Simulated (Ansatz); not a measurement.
# Ti (P6/mmm) in Ansatz: notebook

Runs on Ti. Level: PBEsol. Tasks: single point.

Program: Ansatz 0.2.0. These are calculated values, not measurements. Logs are shortened: lines on timing, memory, paths and dates and some standing lists are left out, and cuts for length are marked.

### 1 The structure

Symmetry: P6/mmm, No. 191, hexagonal system. Conventional cell: a = 4.567 Å, b = 4.567 Å, c = 2.826 Å, α = 90.00°, β = 90.00°, γ = 120.00°. Around Ti (site symmetry -6m2) lie 11 Ti at 2.64 to 2.99 Å. Around Ti (site symmetry 6/mmm) lie 14 Ti at 2.83 to 2.99 Å.

This isn't the form of Ti at room conditions, which is hcp.

### 2 Single point, PBEsol, 16.00 Å³/atom (volume scaled by 0.94)

input.yaml reads:

```yaml
crystal:
  lattice:
    - [4.4741369374, 0.0, 0.0]
    - [-2.2370684687, 3.8747162478, 0.0]
    - [0.0, 0.0, 2.7685496267]
  atoms:
    - { symbol: Ti, position: [0.6666666667, 0.3333333333, 0.5] }
    - { symbol: Ti, position: [0.3333333333, 0.6666666667, 0.5] }
    - { symbol: Ti, position: [0.0, 0.0, 0.0] }
kpoints:
  mp_grid: { grid: [7, 7, 9] }
scf:
  occupations: { method: fermi_dirac, width: 0.05 }
hamiltonian:
  xc: pbesol
  pseudopotentials: { kind: all_electron, lapw: { basis_error: 0.001 } }
output:
  forces: true
  stress: true
  eigenvalues: true
```

Potentials or basis: all-electron LAPW, scalar-relativistic.

Command:

```sh
> ansatz run input.yaml --threads 2 --pin off --max-ram 8192MiB --backend cpu --events-out ev --progress --plain --runs-dir out
```

What it wrote:

```text
Warning: RAYON_NUM_THREADS=2 ignored (pool sized by the plan → 2); use --threads N
LAPW: plane waves up to 8.462 Å⁻¹, error target 1.0e-3 eV per atom; small_component_spin mean_spin; Ti in spheres of 1.292 Å, 12 of its electrons in bands, Dirac shells [] (how accurate: hamiltonian.pseudopotentials.lapw.basis_error, Limitations)
Engine: ansatz 0.2.0, aarch64-unknown-linux-gnu
Pseudopotentials: kind: all_electron
Pseudopotential: Ti, LAPW, valence charge 12, lapw/all_electron/scalar/gaussian/Ti, Koelling and Harmon's equation, gaussian nucleus
Functional definition: PBEsol
  exchange = pbesol_x
  correlation = pbesol_c
Crystal: 3 atoms, lattice volume = 47.996 Å³
Basis set: ecut = 272.84621080255476 eV, 499 PW (Γ), exchange–correlation at level 2
Bands: 22, of which v1, the nominal top of the filled ones, is band 18 counted from 1 (17 counted from 0)
Symmetry: 24 space group operations
Space group: P6/mmm (ITA 191), of the structure as read, at distance tolerance 3.6e-5 Å
k-points: 40 of 441
Non-local potential: Ti, projectors of the file, none
Initial density: superposition of atomic densities (chi_scale 0.1, normalization cell)
Initial wavefunctions: plane waves of lowest kinetic energy (no species holds an atomic orbital)
Functional: x = pbesol(κ = 0.804, μ = 0.12345679012345678), c = pbesol(β = 0.046)
iter 1 solved again at ethr=1.71e-3 eV; its pass at ethr=1.00e-1 eV (dr2=6.14e-1 eV) is discarded
SCF iter   1: F=—  HF=-69623.404031 eV  |F-HF|=—  |Δ(HF+E_count)|=         —  Δρ=3.55e-2  dr2=6.16e-1  ethr=1.71e-3  ⟨swp⟩=2.0  Hψ=6254  notcnv=0
preconditioner: auto → none  [metal: Δε(μ)=0.030 eV  Ē_g=2.870 eV  σ=0.050 eV  W_gap=0.15  n_scr=8 (ndim 8)  ℏωp=18.6 eV  f_vac=0.000  D(μ)=1.71/eV (n_scr^D=8)  sad-step TF]
SCF iter   2: F=—  HF=-69622.990706 eV  |F-HF|=—  |Δ(HF+E_count)|=   4.13e-1  Δρ=3.58e-2  dr2=1.83e0  ethr=1.71e-3  ⟨swp⟩=3.1  Hψ=3379  notcnv=0
SCF iter   3: F=—  HF=-69623.436001 eV  |F-HF|=—  |Δ(HF+E_count)|=   4.45e-1  Δρ=5.54e-2  dr2=4.38e0  ethr=1.71e-3  ⟨swp⟩=3.3  Hψ=3362  notcnv=0
SCF iter   4: F=—  HF=-69622.792292 eV  |F-HF|=—  |Δ(HF+E_count)|=   6.44e-1  Δρ=1.56e-2  dr2=2.73e-1  ethr=1.71e-3  ⟨swp⟩=3.0  Hψ=3202  notcnv=0
SCF iter   5: F=—  HF=-69622.834155 eV  |F-HF|=—  |Δ(HF+E_count)|=   4.19e-2  Δρ=2.03e-2  dr2=5.58e-1  ethr=7.57e-4  ⟨swp⟩=3.0  Hψ=3202  notcnv=0  defer=1  recentre
iter 6 solved again at ethr=4.36e-6 eV; its pass at ethr=7.57e-4 eV (dr2=1.57e-3 eV) is discarded
SCF iter   6: F=—  HF=-69622.757003 eV  |F-HF|=—  |Δ(HF+E_count)|=   7.72e-2  Δρ=1.59e-3  dr2=1.59e-3  ethr=4.36e-6  ⟨swp⟩=2.5  Hψ=4959  notcnv=0
SCF iter   7: F=—  HF=-69622.756982 eV  |F-HF|=—  |Δ(HF+E_count)|=         —  Δρ=9.80e-4  dr2=1.27e-3  ethr=4.36e-6  ⟨swp⟩=2.6  Hψ=2953  notcnv=0
the basis was enlarged: its passes take 100.7 KiB over the memory plan, 2 of 2 planned eigensolver slots
SCF iter   8: F=—  HF=-69622.756754 eV  |F-HF|=—  |Δ(HF+E_count)|=   2.28e-4  Δρ=3.30e-4  dr2=1.42e-4  ethr=3.52e-6  ⟨swp⟩=2.0  Hψ=2923  notcnv=0
SCF iter   9: F=—  HF=-69622.756728 eV  |F-HF|=—  |Δ(HF+E_count)|=   2.64e-5  Δρ=4.52e-5  dr2=2.57e-6  ethr=3.95e-7  ⟨swp⟩=2.3  Hψ=2933  notcnv=0
SCF iter  10: F=-69622.756728 eV  HF=-69622.756728 eV  |F-HF|=1.30e-8  |Δ(HF+E_count)|=   5.06e-8  Δρ=2.66e-6  dr2=9.50e-9  ethr=7.14e-9  ⟨swp⟩=2.5  Hψ=2946  notcnv=0
SCF 1 converged in 10 iterations: F = -69622.756728 eV  dr2 = 9.50e-9
SCF converged after 10 iterations
Free energy (F): -69622.756728 eV
Harris-Foulkes:  -69622.756728 eV  (|F-HF|=1.30e-8)
Internal energy: -69622.734574 eV  (E = F + TS)
E sigma→0 (E₀):  -69622.745651 eV
Entropy (-TS):   -0.022154 eV (-7.385 meV/atom)
Fermi energy:    14.918202 eV
--- Per-component energies (eV) ---
  E_band       = -407.867639
  E_kinetic    = 70288.725597
  E_xc         = -3367.281743
  E_electrostatic = -136544.178427  (all electrons and nuclei)
  E_smearing   = -0.022154  (= −TS)
  E_closure    = 0.000000  (closes the sum)
  E_atoms      = -69601.064993  (free atoms, spherical and without spin; not in F)
  Σ components = -69622.756728   (vs F -69622.756728, Δ=0.00e0)
  Basis errors (estimates in eV, not in F): energy 2.0e-4 per atom: plane waves 1.6e-4 (8.5e-5 summed), levels above the bands 1.2e-15, relativity 1.2e-8, radial functions 3.9e-5, core shells 6.7e-7; eigenvalues (radial functions only) 6.3e-7; not estimated: angular momenta, meshes, grids; target (lapw.basis_error) 1.0e-3; muffin-tin radii Ti 1.292 Å
--- Forces (eV/Å), atoms counted from 1 ---
  atom   1  Ti     0.00000000    -0.00000000    -0.00000000
  atom   2  Ti     0.00000000     0.00000000     0.00000000
  atom   3  Ti     0.00000000     0.00000000     0.00000000
  max |Σ_I F_I| component: 3.02e-30 eV/Å
--- Stress (GPa, compression-positive) ---
        3.476775      -0.000000      -0.000000
       -0.000000       3.476775       0.000000
       -0.000000       0.000000       4.009202
  P = ⅓ Tr σ = 3.6543 GPa (36.543 kbar)
--- Band table (eV; the first three rows and the last of 40) ---
  k-point 0: bands = ["-41.5561", "-41.3004", "-41.0949", "-18.0155", "-18.0155", "-17.9628", "-17.9628", "-17.5651", "-17.3377", "-17.2453", "-17.2183", "-17.2183", "8.6996", "12.7767", "14.1975", "14.1975", "14.2924", "14.2924", "14.9071", "15.6397", "16.3000", "16.3000"]
  k-point 1: bands = ["-41.5447", "-41.2946", "-41.0868", "-18.0001", "-18.0001", "-17.9534", "-17.9534", "-17.6272", "-17.4138", "-17.3080", "-17.2202", "-17.2202", "8.9961", "13.0152", "13.9820", "13.9820", "14.1421", "14.1421", "15.3049", "15.9007", "16.2164", "16.2164"]
  k-point 2: bands = ["-41.5154", "-41.2802", "-41.0661", "-17.9600", "-17.9600", "-17.9297", "-17.9297", "-17.7807", "-17.6053", "-17.4646", "-17.2261", "-17.2261", "9.8246", "13.4722", "13.4722", "13.5524", "13.7831", "13.7831", "16.1776", "16.1776", "16.4175", "16.6128"]
  k-point 39: bands = ["-41.4570", "-41.1633", "-41.1211", "-18.2260", "-18.0640", "-17.9976", "-17.7930", "-17.7328", "-17.6977", "-17.6294", "-17.4835", "-17.1533", "12.1086", "13.0412", "13.4690", "13.8078", "13.8109", "14.0099", "15.1607", "15.5891", "15.8547", "16.2249"]
```

It took 13 s on 2 threads of Arm Neoverse N1, shared host; peak memory 0.33 GiB.

Results:

- Free energy: -69622.7567 eV
- Pressure: 3.7 GPa
- Band gap on the k mesh: none (metal or under the smearing width)

### 3 Single point, PBEsol, 16.34 Å³/atom (volume scaled by 0.96)

input.yaml, as its differences from that of step 2:

```diff
@@ -2,5 +2,5 @@
   lattice:
-    - [4.4741369374, 0.0, 0.0]
-    - [-2.2370684687, 3.8747162478, 0.0]
-    - [0.0, 0.0, 2.7685496267]
+    - [4.5056459821, 0.0, 0.0]
+    - [-2.252822991, 3.9020038809, 0.0]
+    - [0.0, 0.0, 2.7880470975]
   atoms:
```

Potentials or basis: all-electron LAPW, scalar-relativistic.

Command:

```sh
> ansatz run input.yaml --threads 2 --pin off --max-ram 8192MiB --backend cpu --events-out ev --progress --plain --runs-dir out
```

Run time: 13 s. Hardware: 2 threads of Arm Neoverse N1, shared host; peak memory 0.32 GiB.

It converged, with:

| Property | Result |
| --- | --- |
| Free energy | -69622.7713 eV |
| Pressure | 1.0 GPa |
| Band gap on the k mesh | none (metal or under the smearing width) |

### 4 Single point, PBEsol, 16.68 Å³/atom (volume scaled by 0.98)

input.yaml, as its differences from that of step 3:

```diff
@@ -2,5 +2,5 @@
   lattice:
-    - [4.5056459821, 0.0, 0.0]
-    - [-2.252822991, 3.9020038809, 0.0]
-    - [0.0, 0.0, 2.7880470975]
+    - [4.5367203846, 0.0, 0.0]
+    - [-2.2683601923, 3.9289151029, 0.0]
+    - [0.0, 0.0, 2.8072756161]
   atoms:
```

Command:

```sh
> ansatz run input.yaml --threads 2 --pin off --max-ram 8192MiB --backend cpu --events-out ev --progress --plain --runs-dir out
```

Run time: 13 s. Hardware: 2 threads of Arm Neoverse N1, shared host; peak memory 0.32 GiB.

The run converged. Its results:

```yaml
Free_energy: -69622.7694 eV
Pressure: -1.5 GPa
Band_gap_on_the_k_mesh: none (metal or under the smearing width)
```

### 5 Single point, PBEsol, 17.02 Å³/atom

input.yaml, as its differences from that of step 4:

```diff
@@ -2,5 +2,5 @@
   lattice:
-    - [4.5367203846, 0.0, 0.0]
-    - [-2.2683601923, 3.9289151029, 0.0]
-    - [0.0, 0.0, 2.8072756161]
+    - [4.5673748306, 0.0, 0.0]
+    - [-2.2836874153, 3.9554626319, 0.0]
+    - [0.0, 0.0, 2.82624427]
   atoms:
```

Command:

```sh
> ansatz run input.yaml --threads 2 --pin off --max-ram 8192MiB --backend cpu --events-out ev --progress --plain --runs-dir out
```

It took 15 s on 2 threads of Arm Neoverse N1, shared host; peak memory 0.32 GiB.

It converged, with:

* Free energy: -69622.7525 eV
* Pressure: -3.7 GPa
* Band gap on the k mesh: none (metal or under the smearing width)

### 6 Single point, PBEsol, 17.36 Å³/atom (volume scaled by 1.02)

input.yaml, as its differences from that of step 5:

```diff
@@ -2,5 +2,5 @@
   lattice:
-    - [4.5673748306, 0.0, 0.0]
-    - [-2.2836874153, 3.9554626319, 0.0]
-    - [0.0, 0.0, 2.82624427]
+    - [4.5976232276, 0.0, 0.0]
+    - [-2.2988116138, 3.9816585121, 0.0]
+    - [0.0, 0.0, 2.8449616649]
   atoms:
```

Potentials or basis: all-electron LAPW, scalar-relativistic.

Command:

```sh
> ansatz run input.yaml --threads 2 --pin off --max-ram 8192MiB --backend cpu --events-out ev --progress --plain --runs-dir out
```

Run time: 14 s. Hardware: 2 threads of Arm Neoverse N1, shared host; peak memory 0.33 GiB.

It converged, with:

```yaml
Free_energy: -69622.7221 eV
Pressure: -5.8 GPa
Band_gap_on_the_k_mesh: none (metal or under the smearing width)
```

### 7 Single point, PBEsol, 17.70 Å³/atom (volume scaled by 1.04)

input.yaml, as its differences from that of step 6:

```diff
@@ -2,5 +2,5 @@
   lattice:
-    - [4.5976232276, 0.0, 0.0]
-    - [-2.2988116138, 3.9816585121, 0.0]
-    - [0.0, 0.0, 2.8449616649]
+    - [4.6274787604, 0.0, 0.0]
+    - [-2.3137393802, 4.007514162, 0.0]
+    - [0.0, 0.0, 2.8634359596]
   atoms:
```

Command:

```sh
> ansatz run input.yaml --threads 2 --pin off --max-ram 8192MiB --backend cpu --events-out ev --progress --plain --runs-dir out
```

It took 14 s on 2 threads of Arm Neoverse N1, shared host; peak memory 0.33 GiB.

The run converged. Its results:

```yaml
Free_energy: -69622.6793 eV
Pressure: -7.6 GPa
Band_gap_on_the_k_mesh: none (metal or under the smearing width)
```

### 8 Single point, PBEsol, 18.04 Å³/atom (volume scaled by 1.06)

input.yaml, as its differences from that of step 7:

```diff
@@ -2,5 +2,5 @@
   lattice:
-    - [4.6274787604, 0.0, 0.0]
-    - [-2.3137393802, 4.007514162, 0.0]
-    - [0.0, 0.0, 2.8634359596]
+    - [4.6569539421, 0.0, 0.0]
+    - [-2.328476971, 4.0330404181, 0.0]
+    - [0.0, 0.0, 2.881674897]
   atoms:
```

Command:

```sh
> ansatz run input.yaml --threads 2 --pin off --max-ram 8192MiB --backend cpu --events-out ev --progress --plain --runs-dir out
```

Run time: 15 s. Hardware: 2 threads of Arm Neoverse N1, shared host; peak memory 0.33 GiB.

The run converged. Its results:

| Item | Value |
| --- | --- |
| Free energy | -69622.6252 eV |
| Pressure | -9.3 GPa |
| Band gap on the k mesh | none (metal or under the smearing width) |

### 9 The reference run

An earlier run on the cell as given: functional PBEsol; potentials or basis all-electron LAPW, scalar-relativistic; cutoff 261 eV (chosen from the basis error); basis error allowed 0.001 eV/atom; k mesh 7 × 7 × 9; occupations fermi-dirac, width 0.05 eV; no spin polarisation.

- Pressure: -3.7 GPa
- Band gap on the k mesh: none (metal or under the smearing width)
